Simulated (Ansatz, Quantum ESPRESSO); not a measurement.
**The electronic dielectric constant of NaCl, sorted by core time**

Symmetry: Fm-3m, No. 225, cubic system. The conventional cell has a = 5.588 Å, b = 5.588 Å, c = 5.588 Å, α = 90.00°, β = 90.00°, γ = 90.00°. Cl (site symmetry m-3m) is surrounded by 6 Na at 2.79 Å. Na (site symmetry m-3m) is surrounded by 6 Cl at 2.79 Å.

| rung | level | program and potentials | cutoff (eV) | k mesh | task | core time | chip | electronic dielectric constant | miss | notes |
| --- | --- | --- | --- | --- | --- | --- | --- | --- | --- | --- |
| LDA | LDA | Ansatz, Ansatz PAW | 420 | 8 × 8 × 8 | Born charges and dielectric tensor | 9.2 s | Arm Neoverse V1 | 2.61 | +11.5 % | potentials made for PBE, which Ansatz adapts in part |
| GGA | PBE | Quantum ESPRESSO, GBRV 1.5 PBE | 612 | 6 × 6 × 6, shifted | dielectric tensor | 81 s | Intel Xeon Platinum 8259CL Skylake/Cascade Lake | 2.53 | +8.1 % | - |
| GGA | PBEsol | Quantum ESPRESSO, GBRV 1.5 PBEsol | 612 | 6 × 6 × 6, shifted | dielectric tensor | 82 s | Intel Xeon Platinum 8259CL Skylake/Cascade Lake | 2.58 | +10.3 % | - |
| GGA | WC | Quantum ESPRESSO, GBRV 1.5 PBE | 612 | 6 × 6 × 6, shifted | dielectric tensor | 83 s | Intel Xeon Platinum 8259CL Skylake/Cascade Lake | 2.58 | +10.3 % | potentials made for PBE |
| LDA | LDA | Quantum ESPRESSO, GBRV 1.5 LDA | 612 | 6 × 6 × 6, shifted | dielectric tensor | 84 s | Intel Xeon Platinum 8259CL Skylake/Cascade Lake | (a) | ? | - |
| GGA | AM05 | Quantum ESPRESSO, GBRV 1.5 PBE | 612 | 6 × 6 × 6, shifted | dielectric tensor | 89 s | Intel Xeon Platinum 8259CL Skylake/Cascade Lake | 2.54 | +8.5 % | potentials made for PBE |
| GGA | PBEsol | Quantum ESPRESSO, GBRV 1.5 PBEsol | 612 | 4 × 4 × 4, shifted | phonons | 2.7 min | Arm Neoverse V1 | 2.57 | +9.8 % | cell relaxed first (22.05 Å³/atom) |
| LDA | LDA | Quantum ESPRESSO, PseudoDojo 0.4.1 SR LDA standard | 1197 | 4 × 4 × 4, shifted | phonon dispersion | 13 min | Arm Neoverse V1 | 2.68 | +14.5 % | cell relaxed first (20.41 Å³/atom) |

Times are single runs on shared hosts and different chips, so they are rough; meshes, cutoffs and the tasks' sizes weigh on the time. All rows: no spin polarisation. Meshes differ between rows, which moves values too. All levels ran on this one cell, unrelaxed unless noted. Meshes are those of the run's cell of 2 atoms unless a note names another. Misses use the values as printed. Runs on faulty files, with rough fits or with known faults for this quantity aren't shown. No row holds spin-orbit coupling.

Measured: 2.34 at 80 K (a printed reference work). The runs are for a static lattice.

Task: Estimate the value left out from the other rows.

Result: (a) 2.62, miss +12.0 %.
